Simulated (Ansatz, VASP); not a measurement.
# One calculation of Al, two programs

INCAR

```
PREC = Accurate ; ENCUT = 520
EDIFF = 1E-7 ; ISMEAR = 0
SIGMA = 0.012 ; LREAL = F
LASPH = T ; NELM = 60
ALGO = Fast ; ISIF = 2
LWAVE = F ; LCHARG = F
GGA = PE
```

The input KPOINTS:

```
regular mesh
0
Gamma
  11 11 11
```

The input POSCAR:

```
Al
1.0
    0.0000000000      2.0248050000      2.0248050000
    2.0248050000      0.0000000000      2.0248050000
    2.0248050000      2.0248050000      0.0000000000
Al
1
Direct
    0.0000000000      0.0000000000      0.0000000000
```

input.yaml

```yaml
crystal:
  lattice:
    - [0.0, 2.024805, 2.024805]
    - [2.024805, 0.0, 2.024805]
    - [2.024805, 2.024805, 0.0]
  atoms:
    - { symbol: Al, position: [0.0, 0.0, 0.0] }
hamiltonian:
  xc: pbe
  pseudopotentials: { kind: paw }
kpoints:
  mp_grid: { grid: [11, 11, 11] }
scf:
  occupations: { method: gaussian, width: 0.012 }
output:
  forces: true
  stress: true
  eigenvalues: true
```

Alike in both runs: task single point; functional PBE; k mesh 11 × 11 × 11; occupations gaussian, width 0.012 eV; no spin polarisation.

```csv
,VASP,Ansatz
version,VASP 6.6.1,Ansatz 0.2.0
potentials or method,"VASP PAW PBE potentials, release 64 (Al)",Ansatz PAW
plane-wave cutoff (eV),520,420
valence electrons in the cell,3,3
```

```tsv
	VASP	Ansatz	Ansatz less VASP
gap on the k mesh at the Fermi level (eV)	none	none	-
pressure (GPa)	-0.6	-0.5	+0.04
```

A gap of «none» marks a metal or a gap that the smearing closes. The functional is the same, so the differences come from potentials, cutoffs and numerics.
